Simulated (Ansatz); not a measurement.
AlSb (zinc blende)

```
AlSb
1.0
    0.00000     3.07861     3.07861
    3.07861     0.00000     3.07861
    3.07861     3.07861     0.00000
Sb Al
1 1
Cartesian
  4.61792   4.61792   4.61792
  0.00000   0.00000   0.00000
```

Grid over V/V₀ and (c/a)/(c/a)₀, subscript 0 meaning the relaxed cell; the conventional c axis lies along z; no internal relaxation.

Level of theory: PBEsol (plane waves to 420 eV, PAW, scalar-relativistic; Ansatz, a first-principles code). k mesh 13×13×13 (Γ-centred), Fermi-Dirac smearing 0.05 eV. E stands for the smeared free energy. AlSb was relaxed with its symmetry unable to fall. Spin-orbit coupling is left out, though Sb is heavy. The PAW data are Ansatz's earlier set. The zero of ΔE is the relaxed starting cell.

### Question
What ΔE (meV/atom) does the calculation give at all points of the grid V/V₀ = 0.960, 0.980, 1.000, 1.020, 1.040 by (c/a)/(c/a)₀ = 0.880, 0.940, 1.000, 1.060, 1.120?

### Answer
ΔE (meV/atom), with V/V₀ across and (c/a)/(c/a)₀ down:

| (c/a)/(c/a)₀ \ V/V₀ | 0.960 | 0.980 | 1.000 | 1.020 | 1.040 |
|---|---|---|---|---|---|
| 0.880 | 38.9 | 33.9 | 33.2 | 36.2 | 42.7 |
| 0.940 | 16.4 | 10.3 | 8.6 | 10.7 | 16.3 |
| 1.000 | 8.5 | 2.1 | 0.0 | 1.9 | 7.2 |
| 1.060 | 16.9 | 10.8 | 9.0 | 11.0 | 16.6 |
| 1.120 | 43.0 | 37.5 | 36.3 | 38.9 | 44.9 |

(Under strain, the slope of the energy per volume gives the stress and its curvature an elastic modulus.)
